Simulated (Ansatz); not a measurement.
## A vibration from a frozen displacement in TePb

These are results of DFT PBE, scalar-relativistic, plane waves, PAW (Ansatz), not measurements. The runs took a 420 eV cutoff, a Γ-centred 8×8×8 mesh and Gaussian smearing (0.05 eV). Spin–orbit coupling is left out, which matters for the heavy elements here. No spin polarisation. Energies are free energies at this smearing, counted from the undisturbed cell; pressure is positive in compression.

The starting cell (as given, not relaxed at this level; it stands at 2.3 GPa):

```xyz
2
Lattice="0.0000 3.2270 3.2270 3.2270 0.0000 3.2270 3.2270 3.2270 0.0000" Properties=species:S:1:pos:R:3 pbc="T T T"
Te    3.2270    3.2270    3.2270
Pb    0.0000    0.0000    0.0000
```

Every Pb atom is moved by x along the Cartesian unit vector (0.000, 0.000, 1.000); the cell and all other atoms stay fixed. The cell's volume is 67.21 Å³; the moved atoms weigh 207.200 u together and the others 127.600 u. Some rows repeat others by symmetry and weren't run.

```
  x (Å)  ΔE (meV/cell) total force on the moved atoms along the move (eV/Å) pressure (GPa)
-0.5000         287.90                                                1.8781          5.9213
-0.4375         187.28                                                1.3608          4.9677
-0.3750         115.59                                                0.9497          4.1953
-0.3125          66.65                                                0.6306          3.5801
-0.2500          35.08                                                0.3919          3.1028
-0.1875          16.21                                                0.2228          2.7481
-0.1250           6.01                                                0.1118          2.5041
-0.0625           1.32                                                0.0441          2.3616
 0.0000           0.00                                                0.0000          2.3149
 0.0625           1.32                                               -0.0441          2.3616
 0.1250           6.01                                               -0.1118          2.5041
 0.1875          16.21                                               -0.2228          2.7481
 0.2500          35.08                                               -0.3919          3.1028
 0.3125          66.65                                               -0.6306          3.5801
 0.3750         115.59                                               -0.9497          4.1953
 0.4375         187.28                                               -1.3608          4.9677
 0.5000         287.90                                               -1.8781          5.9213
```

Question: What frequency belongs to this motion?

Answer: The force constant is k = −dF/dx = 0.706 eV/Å², from the parabola through x = -0.0625, 0 and 0.0625. In every cell the moved atoms swing against the rest, so the mass is μ = m₁m₂/(m₁ + m₂) = 78.969 u, and ν̃ = 521.5 cm⁻¹ × √(|k|/μ) = 49 cm⁻¹, at this cell's pressure of 2.3 GPa. To first order in x, and within 1 %, the force on every atom lies along the move and, within each of the two groups, in proportion to the atom's mass, so this is itself a mode at the zone centre of this cell, taken without macroscopic field (the transverse frequency in a polar insulator).

Question: How far does the harmonic law reach?

Answer: At x = -0.500 Å, kx²/2 = 88.20 meV against the computed 287.90 meV (+226.4 %): the well stiffens in this direction at large amplitude.